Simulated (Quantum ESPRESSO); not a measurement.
Crystal: GaP.

```
Ga P
1.0
     0.00000    2.72525    2.72525
     2.72525    0.00000    2.72525
     2.72525    2.72525    0.00000
Ga P
1 1
Direct
  0.00000 0.00000 0.00000
  0.75000 0.75000 0.75000
```

| Property | Result |
| --- | --- |
| Program | Quantum ESPRESSO 7.5 |
| Task | phonons |
| Functional | PBE |
| Potentials or basis | GBRV 1.5 PBE |
| Cutoff | 762 eV |
| Density cutoff | 6095 eV |
| k mesh | 6 × 6 × 6, shifted |
| Occupations | fermi-dirac, width 0.05 eV |
| Spin | no spin polarisation |
| Target pressure | 50 GPa |
| Mixing beta | 0.5 |
| Most SCF iterations | 120 |
| SCF threshold | 4e-10 Ry |

The cell and the atoms were relaxed first at 50 GPa, to 15.10 Å³/atom (a = 3.495 Å, b = 3.495 Å, c = 3.495 Å, α = 60.00°, β = 60.00°, γ = 60.00°), and the response was taken there.

The first run showed a gap, so the response started from a second, tighter run with fixed occupations.

How polar is the lattice: what are the Born charges, the two dielectric constants and the LO-TO splitting?

Born charges ±1.68 e; dielectric constants 9.76 (electrons alone) and 10.60 (static); transverse and longitudinal modes at 504 and 525 cm⁻¹.

Caveat: the volume moved by over 15 % at a fixed basis, so the end points are rough; the cell is more than 3 GPa from zero pressure, which shifts response properties.
